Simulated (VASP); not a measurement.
Input of a VASP 6.6.1 run:

The input INCAR:

```
SYSTEM = Cu
PREC     = Accurate       ! precision mode
ENCUT    = 600            ! plane-wave cutoff, eV
EDIFF    = 1E-6           ! SCF threshold, eV
ISMEAR   = 1              ! smearing method
SIGMA    = 0.1            ! smearing width, eV
LREAL    = .False.        ! projectors in reciprocal space
LASPH    = .True.         ! aspherical terms in the spheres
NELM     = 80             ! most SCF steps
ALGO     = Normal         ! electronic algorithm
ISIF     = 3              ! what is computed and relaxed
LWAVE    = .False.        ! write WAVECAR
LCHARG   = .False.        ! write CHGCAR
METAGGA  = R2SCAN         ! meta-GGA
LMIXTAU  = .True.       
IBRION   = 2              ! ionic algorithm
NSW      = 90             ! ionic steps
EDIFFG   = -0.01          ! ionic threshold
```

The input KPOINTS:

```
regular mesh
0
Gamma
  22 22 22
  0 0 0
```

POSCAR

```
Cu
1.0
    0.0000000000      1.8075000000      1.8075000000
    1.8075000000      0.0000000000      1.8075000000
    1.8075000000      1.8075000000      0.0000000000
Cu
1
Direct
    0.0000000000      0.0000000000      0.0000000000
```

Potentials or basis: VASP PAW PBE potentials, release 64 (Cu).

Launch:

```console
$ cat potpaw_PBE.64/Cu/POTCAR > POTCAR
$ mpirun -np 1 vasp_std > vasp.out
```

Q: What does it give for the relaxed cell?

A: a = 2.533 Å, b = 2.533 Å, c = 2.533 Å, α = 60.00°, β = 60.00°, γ = 60.00°.

Q: What does it give for the space group after relaxing (to 0.05 Å)?

A: Fm-3m (No. 225).

The path:
| step | energy change (eV) | largest force (eV/Å) | pressure (GPa) | volume (Å³) |
| --- | --- | --- | --- | --- |
| 1 | 0.0000 | 0.0000 | -4.25 | 11.81 |
| 2 | -0.0024 | 0.0000 | 2.98 | 11.28 |
| 3 | -0.0043 | 0.0000 | -0.09 | 11.49 |

Caveat: the PAW data sets were made with another functional, which shifts forces and pressure a little.
